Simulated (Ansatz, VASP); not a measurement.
# One calculation of AlN, two programs

Contents of INCAR:

```
  PREC = Accurate
  ENCUT = 600
  EDIFF = 1E-6
  ISMEAR = 0
  SIGMA = 0.01
  LREAL = F
  LASPH = T
  NELM = 100
  ALGO = Normal
  ISIF = 3
  LWAVE = F
  LCHARG = F
  GGA = CA
  IBRION = 2
  NSW = 80
  EDIFFG = -0.001
```

KPOINTS

```
regular mesh
0
Gamma
  8 8 5
```

File POSCAR:

```
AlN
1.0
    3.1100000000      0.0000000000      0.0000000000
   -1.5550000000      2.6933390058      0.0000000000
    0.0000000000      0.0000000000      4.9800000000
Al N
2 2
Direct
    0.3333333333      0.6666666667      0.0000000000
    0.6666666667      0.3333333333      0.5000000000
    0.3333333333      0.6666666667      0.3820000000
    0.6666666667      0.3333333333      0.8820000000
```

Input for Ansatz:

```yaml
crystal:
  lattice:
    - [3.11, 0.0, 0.0]
    - [-1.555, 2.6933390058, 0.0]
    - [0.0, 0.0, 4.98]
  atoms:
    - { symbol: Al, position: [0.3333333333, 0.6666666667, 0.0] }
    - { symbol: Al, position: [0.6666666667, 0.3333333333, 0.5] }
    - { symbol: "N", position: [0.3333333333, 0.6666666667, 0.382] }
    - { symbol: "N", position: [0.6666666667, 0.3333333333, 0.882] }
scf:
  occupations: { method: fixed }
output:
  forces: true
  stress: true
  eigenvalues: true
hamiltonian:
  xc: lda
kpoints:
  mp_grid: { grid: [8, 8, 5] }
relax:
  f_tol: 0.001
  max_steps: 60
  cell: { stress_tol: 0.01 }
```

Alike in both runs: task relaxation of cell and atoms; functional LDA; k mesh 8 × 8 × 5; no spin polarisation.

|  | VASP | Ansatz |
| --- | --- | --- |
| version | VASP 6.6.1 | Ansatz 0.2.0 |
| potentials or method | VASP PAW LDA potentials, release 64 (Al, N) | scalar-relativistic, plane waves, PAW |
| plane-wave cutoff (eV) | 600 | 420 |
| occupations | gaussian, width 0.01 eV | fixed |
| valence electrons in the cell | 16 | 16 |

```csv
,VASP,Ansatz,Ansatz less VASP
"gap on the k mesh at the Fermi level, each at its own relaxed structure (eV)",4.40,4.42,+0.016
relaxed volume (Å³/atom),10.24,10.21,-0.026
relaxed cell length with the largest relative difference (Å),4.948,4.943,-0.0043
energy change over the relaxation (meV/atom),-2,-3,-0.7
```
